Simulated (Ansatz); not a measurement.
Straining C

The calculation used DFT PBE+D3(BJ), scalar-relativistic, plane waves, PAW in Ansatz 0.2.0. Settings: 420 eV cutoff, 24×24×14 k-mesh, Gaussian smearing of 0.10 eV, no spin polarisation.

Reference structure (relaxed):

```xyz
2
Lattice="2.4647 0.0000 0.0000 -1.2324 2.1345 0.0000 0.0000 0.0000 3.5674" Properties=species:S:1:pos:R:3 pbc="T T T"
C     0.0000    1.4230    0.0000
C     1.2324    0.7115    0.0000
```

Deformation: c alone is stretched, the rest of the cell is held and the atoms relax, all within the symmetry that the strain leaves. Energies are extrapolated to zero smearing.

```tsv
strain (%)	ΔE (meV/atom)	a (Å)	b (Å)	c (Å)
-4.5	2.6	2.465	2.465	3.407
-3.0	1.1	2.465	2.465	3.460
-1.5	0.3	2.465	2.465	3.514
+0.0	0.0	2.465	2.465	3.567
+1.5	0.1	2.465	2.465	3.621
+3.0	0.6	2.465	2.465	3.674
+4.5	1.3	2.465	2.465	3.728
```

**Question.** What stiffness (1/V) d²E/dε² at zero strain does a cubic fit over all points give?

**Answer.** A cubic fit gives (1/V) d²E/dε² = 33 GPa at zero strain (the elastic constant along c at held a and b).

This form isn't the element's structure at ambient conditions.